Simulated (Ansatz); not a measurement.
## Hf (Im-3m), two-dimensional strain map

Level of theory: DFT PBE, scalar-relativistic, plane waves, PAW (Ansatz 0.2.0). Cutoff 420 eV, Γ-centred 18×18×18 k-points, Gaussian smearing of 0.15 eV. Spin–orbit coupling is left out, which can shift energies with elements as heavy as these. No spin polarisation. Energies are free energies at this smearing, counted from the undisturbed cell; pressure is positive in compression.

The starting cell (as given, not relaxed at this level; it stands at -4.9 GPa; this bcc form isn't the usual structure):

```
CELL_PARAMETERS angstrom
-1.80500 1.80500 1.80500
1.80500 -1.80500 1.80500
1.80500 1.80500 -1.80500
ATOMIC_POSITIONS crystal
Hf 0.00000 0.00000 0.00000
```

The cell is strained by p along both x and y and by q along z, fractional coordinates fixed. Points are written (p, q).

Energy above the undisturbed cell in meV/atom (a dash: not computed):

```csv
p \ q,-0.030,0.000,0.030
-0.030,-9.3,-20.7,-22.9
0.000,-17.8,0.0,?
0.030,?,61.9,–
```

(1) Fill in the withheld energies.

Results:

(1) (0.000, 0.030): 24.7; (0.030, -0.030): 15.9.